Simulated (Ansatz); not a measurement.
Li2Se in the antifluorite structure, relaxed with r2SCAN in the plane-wave code Ansatz: the symmetry is Fm-3m (No. 225, cubic); a = 5.987 Å in the conventional setting, 17.88 Å³ an atom. Se is surrounded by 8 Li at 2.59 Å; Li is surrounded by 4 Se at 2.59 Å. The primitive cell holds 3 atoms in 53.65 Å³. Calculated for a static, non-magnetic cell.

Computed values: Without spin-orbit coupling PBE's valence top is a threefold level at Γ and the gap is 2.974 eV; with it the level splits into four states above two, Δ₀ = 0.387 eV apart. HSE06 (6×6×6) gives a least gap of 3.82 eV and a least direct gap of 4.38 eV. r2SCAN's ε∞ is 4.00.

**If the centre of gravity stays and the conduction band doesn't move, what gap follows with spin-orbit coupling?** The fourfold level rises by Δ₀/3 = 0.129 eV and the twofold one falls by 2Δ₀/3, so E_g ≈ 2.974 − 0.129 = 2.845 eV. The PBE+SOC run gives 2.847 eV, +0.002 eV from the estimate.

**At what wavelength does absorption set in by HSE06, excitons left aside?** λ = 1239.84 eV nm/E: 325 nm for the least gap, where it needs phonons and is weak, and 283 nm for direct transitions. That lies in the ultraviolet, so by this gap the crystal is transparent to visible light.

**What refractive index and reflectivity at normal incidence follow, below the gap and above the phonons?** n = √4.00 = 2.000; R = ((n − 1)/(n + 1))² = (1.000/3.000)² = 11.1 % a face.

Only the levels marked +SOC include spin-orbit coupling.

The meshes of the hybrids are coarse, so their gaps aren't converged to the digits shown.
